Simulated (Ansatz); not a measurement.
# EuO: the cost of one run

Program: Ansatz 0.2.0. Level of theory: DFT PBE+U (U_eff = 6 eV on Eu 4f), scalar-relativistic, plane waves, PAW. These are calculated values, not measurements.

These runs use a low cutoff (300 eV) and a coarse mesh on purpose, to show what cheap settings give: their numbers aren't properties of the material.

**1. Starting point**

The structure is cubic, space group Fm-3m (No. 225). Conventional cell: a = 5.144 Å, b = 5.144 Å, c = 5.144 Å, α = 90.00°, β = 90.00°, γ = 90.00°. Eu (site symmetry m-3m) is surrounded by 6 O at 2.57 Å. O (site symmetry m-3m) is surrounded by 6 Eu at 2.57 Å.

As a file:

```cif
data_structure
_symmetry_space_group_name_H-M 'P 1'
_symmetry_Int_Tables_number 1
_cell_length_a 3.6373
_cell_length_b 3.6373
_cell_length_c 3.6373
_cell_angle_alpha 60.000
_cell_angle_beta 60.000
_cell_angle_gamma 60.000
_cell_volume 34.03
loop_
_atom_site_label
_atom_site_type_symbol
_atom_site_fract_x
_atom_site_fract_y
_atom_site_fract_z
_atom_site_occupancy
Eu1 Eu 0.00000 0.00000 0.00000 1
O1 O 0.50000 0.50000 0.50000 1
```

The moments start at Eu 7.00 μB.

**2. A coarse mesh, to find the state of the open shells**

The input, input.yaml:

```yaml
crystal:
  lattice:
    - [0.0, 2.57195, 2.57195]
    - [2.57195, 0.0, 2.57195]
    - [2.57195, 2.57195, 0.0]
  atoms:
    - { symbol: Eu, position: [0.0, 0.0, 0.0], spin: 7.0 }
    - { symbol: O, position: [0.5, 0.5, 0.5] }
basis:
  ecutwfc: 300
  ecutrho_ratio: 4
kpoints:
  mp_grid: { grid: [5, 5, 5] }
hamiltonian:
  xc: pbe
  hubbard: { sites: [{ species: Eu, l: f, u_eff: 6.0 }] }
scf:
  occupations: { method: gaussian, width: 0.05 }
output:
  forces: true
  stress: true
  eigenvalues: true
  populations: true
  hubbard: { sites: [{ species: Eu, l: f }] }
magnetization:
  spin_polarized: true
```

Run with:

```bash
> ansatz run input.yaml --threads 1 --pin off --max-ram 2560MiB --backend cpu --events-out ev --progress --plain --runs-dir out
```

Q: Estimate wall time and peak memory on 1 thread of AMD EPYC 7R13 (Zen 3), shared host.

About 4.4 s, with a peak of 0.39 GiB.
